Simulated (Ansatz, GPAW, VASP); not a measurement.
## Pb: programs and potentials compared

```xyz
1
Lattice="0.0000 2.4750 2.4750 2.4750 0.0000 2.4750 2.4750 2.4750 0.0000" Properties=species:S:1:pos:R:3 pbc="T T T"
Pb    0.0000    0.0000    0.0000
```

Alike in all runs: task single point; functional PBE; k mesh 9 × 9 × 9; occupations gaussian, width 0.012 eV; no spin polarisation; no spin-orbit coupling. Pressure is positive in compression and, in plane waves, holds the error of the finite cutoff.

```tsv
program and potentials	plane-wave cutoff (eV)	notes	pressure (GPa)
VASP, PBE PAW files Pb_d, 520 eV	520	-	?
Ansatz, all-electron LAPW, scalar-relativistic	-	-	2.26
GPAW, GPAW PAW data sets (gpaw-data 1.2.1)	600	-	2.00
```

Estimate from the other rows what the run with VASP, PBE PAW files Pb_d, 520 eV gave.

Pressure 2.18 GPa. The other rows, which needn't bracket it: pressure 2.00 to 2.26.
